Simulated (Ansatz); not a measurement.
A relaxation computed with Ansatz, from input to last step.

```yaml
crystal:
  lattice:
    - [5.5073398859, 5.5073398859, -5.5073398859]
    - [-5.5073398859, -5.5073398859, -5.5073398859]
    - [-5.5073398859, 5.5073398859, 5.5073398859]
  atoms:
    - { symbol: Al, position: [0.2516033926, 0.002570795, 0.7535757321] }
    - { symbol: Al, position: [0.5002117691, 0.7501480621, 0.7478700785] }
    - { symbol: Al, position: [0.7268360153, 0.4800835972, 0.7243105755] }
    - { symbol: Al, position: [0.7524768668, 0.0024858558, 0.2525158943] }
    - { symbol: Al, position: [-0.0021609593, 1.0213961053, -0.0010031104] }
    - { symbol: Al, position: [0.2738182413, 0.751546179, 0.0037610782] }
    - { symbol: Al, position: [0.5001479313, 0.4978611684, 0.0001948217] }
    - { symbol: Al, position: [0.7469204946, 0.2509939482, 0.0002020083] }
    - { symbol: Al, position: [-0.0007828527, 0.2509834862, 0.7479951331] }
    - { symbol: Al, position: [0.4983462925, -0.0029723106, 0.4993101996] }
    - { symbol: Al, position: [0.7469508597, 0.7501530251, 0.5011962657] }
    - { symbol: Al, position: [-0.0019932174, 0.7525857016, 0.2720114986] }
    - { symbol: Al, position: [0.2514943394, 0.5033120331, 0.2524217784] }
    - { symbol: Al, position: [0.4983284312, 0.2493029734, 0.2470435635] }
    - { symbol: Al, position: [-0.0008015366, 0.4978443165, 0.5011631074] }
    - { symbol: Al, position: [0.2459999772, 0.2492289577, 0.4992514149] }
    - { symbol: P, position: [0.2440123504, 0.9953007427, -0.001472728] }
    - { symbol: P, position: [0.514745662, 0.7501483246, 0.0001961803] }
    - { symbol: P, position: [0.7552673458, 0.5021165066, 0.0016918616] }
    - { symbol: P, position: [0.7492068161, 0.0001196597, 0.5001592931] }
    - { symbol: P, position: [-0.0047010934, 0.991003984, 0.2438317426] }
    - { symbol: P, position: [0.2417702689, 0.749096191, 0.2450081145] }
    - { symbol: P, position: [0.4992945845, 0.500233133, 0.2502309909] }
    - { symbol: P, position: [0.7492133343, 0.2501892265, 0.250250226] }
    - { symbol: P, position: [-0.000778332, 0.2654503743, 0.0002547974] }
    - { symbol: P, position: [0.4991862847, 1.0001314107, 0.750161995] }
    - { symbol: P, position: [0.7527966795, 0.751810541, 0.7541309164] }
    - { symbol: P, position: [-0.0006960972, 0.7502179467, 0.5158636443] }
    - { symbol: P, position: [0.2492154384, 0.5001812756, 0.5001914128] }
    - { symbol: P, position: [0.4838736288, 0.2348266014, 0.4848384986] }
    - { symbol: P, position: [0.0020173697, 0.5077344846, 0.7585672658] }
    - { symbol: P, position: [0.2492322699, 0.2501853968, 0.7501904884] }
    - { symbol: Al, position: [-0.0003107821, 0.7498651587, 0.0034261914] }
  host:
    lattice:
      - [0.0, 2.7536699429, 2.7536699429]
      - [2.7536699429, 0.0, 2.7536699429]
      - [2.7536699429, 2.7536699429, 0.0]
    atoms:
      - { symbol: Al, position: [0.0, 0.0, 0.0] }
      - { symbol: P, position: [0.75, 0.75, 0.75] }
total_charge: 3
basis:
  ecutwfc: 420
  xc_grid: 2
kpoints:
  mp_grid: { grid: [2, 2, 2], shift: [0.5, 0.5, 0.5] }
hamiltonian:
  xc: pbe
scf:
  occupations: { method: gaussian, width: 0.01 }
output:
  forces: true
  stress: false
  eigenvalues: true
  charged_corrections:
    defect_position: [0.0, 0.75, 0.0]
    epsilon: [[10.3826, 0.0, 0.0], [0.0, 10.3826, 0.0], [0.0, 0.0, 10.3826]]
  write_density: true
  write_potential: true
  elf: true
  volumetric_format: npy
relax:
  adjacent_minimum: "off"
  f_tol: 0.025
  max_steps: 45
```

```bash
ansatz run input.yaml --threads 4 --pin off --max-ram 10240MiB --backend cpu --events-out ev --progress --plain --runs-dir out
```

Computed with Ansatz, DFT PBE, scalar-relativistic, plane waves, PAW.

The cell holds a point defect: Al interstitial, charge +3.

Of 4 frames 3 are shown, positions in Å and forces in eV/Å; the SCF threshold varies from step to step.

```xyz
33
Lattice="5.5073 5.5073 -5.5073 -5.5073 -5.5073 -5.5073 -5.5073 5.5073 5.5073" Properties=species:S:1:pos:R:3:forces:R:3 pbc="T T T" step=1 free_energy_over_end_meV_per_atom=4.27
Al   -2.7787    5.5217    2.7504    0.2385   -0.2299   -0.0522
Al   -5.4953    2.7423   -2.7674   -0.2275   -0.1034    0.2200
Al   -2.6301    5.3480   -2.6579    0.1856   -0.0568    0.4224
Al    2.7398    5.5211   -2.7671   -0.1003   -0.2649    0.2784
Al   -5.6316   -5.6426   -5.6188   -0.3330   -0.2733   -0.3896
Al   -2.6517   -2.6103   -5.6263    0.3214    0.1980   -0.3925
Al    0.0115    0.0137   -5.4953   -0.0989   -0.0845   -0.0366
Al    2.7301    2.7323   -5.4947    0.2912    0.2834    0.1166
Al   -5.5060    2.7329    2.7415   -0.0143    0.1413    0.1525
Al    0.0111    5.5108    0.0217   -0.1512    0.0109   -0.1312
Al   -2.7779    2.7426   -5.4848    0.2138   -0.0715   -0.2235
Al   -5.6538   -2.6577   -2.6357   -0.3910    0.6757    0.7929
Al   -2.7770    0.0033   -2.7668    0.1931    0.0418    0.2144
Al    0.0109    2.7320   -2.7569   -0.1344    0.1065    0.0157
Al   -5.5063    0.0139    0.0227   -0.0440   -0.1142   -0.1540
Al   -2.7673    2.7318    0.0222    0.0292    0.1064   -0.0984
P    -4.1295   -4.1457   -6.8334   -0.1274    0.1667    0.5131
P    -1.2975   -1.2954   -6.9651   -0.1190   -0.0847    0.1114
P     1.3849    1.4035   -6.9155   -0.1379   -0.4472   -0.6533
P     1.3709    6.8800   -1.3722   -0.0026   -0.0160   -0.0083
P    -6.8266   -4.1408   -4.0890    0.2391    0.0020   -0.4633
P    -4.1434   -1.4447   -4.1077   -0.0720   -0.2560   -0.1522
P    -1.3833    1.3729   -4.1266   -0.0247   -0.0164   -0.0032
P     1.3701    4.1265   -4.1258    0.0061    0.0323    0.0098
P    -1.4676   -1.4648   -1.4562    0.1367    0.1635    0.1625
P    -6.8903    1.3725   -4.1259    0.0000   -0.0032    0.0055
P    -4.1478    4.1587   -4.1331    0.0527    0.4882    0.0430
P    -6.9766   -1.2945   -1.2868    0.1625   -0.1762   -0.1817
P    -4.1369    1.3726   -1.3725    0.0210   -0.0125    0.0203
P    -1.2986    4.0418   -1.2880   -0.0911    0.0793   -0.1122
P    -6.9628    1.3925    1.3703   -0.2431   -0.1410    0.0339
P    -4.1368    4.1263    1.3811    0.0027   -0.0210   -0.0016
Al   -4.1503   -4.1126   -4.1092    0.2188   -0.1234   -0.0587
33
Lattice="5.5073 5.5073 -5.5073 -5.5073 -5.5073 -5.5073 -5.5073 5.5073 5.5073" Properties=species:S:1:pos:R:3:forces:R:3 pbc="T T T" step=2 free_energy_over_end_meV_per_atom=0.29
Al   -2.7804    5.5219    2.7632    0.0208   -0.0197   -0.0789
Al   -5.5015    2.7408   -2.7614   -0.0293   -0.0580    0.0153
Al   -2.6092    5.3433   -2.6223   -0.0351    0.0571    0.0652
Al    2.7499    5.5166   -2.7659   -0.0509   -0.0203    0.0105
Al   -5.6449   -5.6583   -5.6419   -0.0304    0.0375    0.0165
Al   -2.6164   -2.6043   -5.6436    0.0100   -0.0097   -0.0442
Al    0.0050    0.0067   -5.4974   -0.0001   -0.0034    0.0401
Al    2.7249    2.7279   -5.5115    0.0574    0.0728    0.1112
Al   -5.5124    2.7362    2.7518    0.0282    0.0034   -0.0115
Al    0.0000    5.5141    0.0150    0.0099    0.0121    0.0176
Al   -2.7747    2.7459   -5.4891    0.0003   -0.0598   -0.0055
Al   -5.6729   -2.6205   -2.6031    0.0001    0.1161    0.0961
Al   -2.7739   -0.0055   -2.7602   -0.0047    0.0248   -0.0115
Al    0.0056    2.7340   -2.7541    0.0020    0.0101   -0.0435
Al   -5.5083    0.0055    0.0154    0.0330    0.0096    0.0233
Al   -2.7689    2.7427    0.0147    0.0156   -0.0371    0.0508
P    -4.1373   -4.1283   -6.7922   -0.0014   -0.0061    0.0594
P    -1.2905   -1.2915   -6.9707   -0.0634   -0.0575    0.0594
P     1.3664    1.3713   -6.9644    0.0195   -0.0747   -0.1159
P     1.3734    6.8768   -1.3746   -0.0075    0.0100    0.0086
P    -6.7993   -4.1282   -4.1180   -0.0519   -0.0513   -0.1340
P    -4.1461   -1.4663   -4.1268    0.0199   -0.0013    0.0439
P    -1.3879    1.3692   -4.1258    0.0248    0.0126   -0.0013
P     1.3734    4.1249   -4.1272   -0.0158   -0.0151   -0.0053
P    -1.4714   -1.4668   -1.4545    0.0587    0.0357    0.0451
P    -6.8995    1.3739   -4.1253    0.0154   -0.0082   -0.0067
P    -4.1401    4.1981   -4.1217    0.0234    0.0850   -0.0308
P    -6.9863   -1.2868   -1.2790    0.0806   -0.0834   -0.0697
P    -4.1349    1.3698   -1.3712   -0.0156    0.0070   -0.0076
P    -1.2911    4.0356   -1.2823   -0.0728    0.0607   -0.0700
P    -6.9735    1.3756    1.3779   -0.0406   -0.0076    0.0209
P    -4.1393    4.1263    1.3872    0.0005    0.0099   -0.0090
Al   -4.1323   -4.1159   -4.1102   -0.0006   -0.0513   -0.0386
33
Lattice="5.5073 5.5073 -5.5073 -5.5073 -5.5073 -5.5073 -5.5073 5.5073 5.5073" Properties=species:S:1:pos:R:3:forces:R:3 pbc="T T T" step=4 free_energy_over_end_meV_per_atom=0.00
Al   -2.7727    5.5145    2.7538    0.0007   -0.0008    0.0015
Al   -5.5037    2.7437   -2.7595    0.0002    0.0019   -0.0002
Al   -2.6196    5.3608   -2.6076    0.0050   -0.0035    0.0062
Al    2.7413    5.5137   -2.7596    0.0007    0.0019    0.0000
Al   -5.6555   -5.6525   -5.6430   -0.0055   -0.0059   -0.0043
Al   -2.6195   -2.6167   -5.6442    0.0049    0.0060   -0.0018
Al    0.0039    0.0065   -5.4968   -0.0002    0.0000   -0.0015
Al    2.7352    2.7379   -5.4970    0.0000    0.0018   -0.0014
Al   -5.5095    2.7387    2.7486   -0.0024   -0.0023   -0.0014
Al    0.0032    5.5080    0.0161    0.0022   -0.0023   -0.0002
Al   -2.7723    2.7438   -5.4906   -0.0013    0.0009   -0.0011
Al   -5.6569   -2.6160   -2.6059   -0.0049    0.0049    0.0039
Al   -2.7721    0.0006   -2.7593   -0.0007   -0.0012   -0.0010
Al    0.0036    2.7381   -2.7540    0.0001   -0.0001    0.0028
Al   -5.5096    0.0065    0.0166   -0.0022    0.0020    0.0014
Al   -2.7666    2.7379    0.0164    0.0034    0.0006    0.0008
P    -4.1380   -4.1343   -6.7930   -0.0005   -0.0019   -0.0074
P    -1.3006   -1.2979   -6.9622    0.0008    0.0010   -0.0024
P     1.3693    1.3724   -6.9648    0.0007    0.0004    0.0060
P     1.3696    6.8795   -1.3716   -0.0009   -0.0003    0.0007
P    -6.8055   -4.1345   -4.1247   -0.0084    0.0000   -0.0004
P    -4.1382   -1.4672   -4.1251    0.0010    0.0071    0.0004
P    -1.3842    1.3721   -4.1253   -0.0003    0.0003    0.0008
P     1.3696    4.1259   -4.1253   -0.0002    0.0003   -0.0002
P    -1.4674   -1.4640   -1.4541    0.0000   -0.0020   -0.0013
P    -6.8917    1.3722   -4.1253    0.0004    0.0002    0.0008
P    -4.1381    4.2115   -4.1251   -0.0001   -0.0044   -0.0006
P    -6.9759   -1.2972   -1.2876    0.0007   -0.0005    0.0007
P    -4.1381    1.3721   -1.3715    0.0004    0.0001   -0.0004
P    -1.3011    4.0424   -1.2885    0.0004   -0.0008    0.0023
P    -6.9773    1.3730    1.3823    0.0065   -0.0013    0.0005
P    -4.1380    4.1260    1.3824    0.0005    0.0002   -0.0011
Al   -4.1376   -4.1331   -4.1238   -0.0010   -0.0024   -0.0022
```

Time: 51 s on 4 threads of Intel(R) Xeon(R) Platinum 8488C (Sapphire Rapids) (shared host), peak memory 1.5 GiB.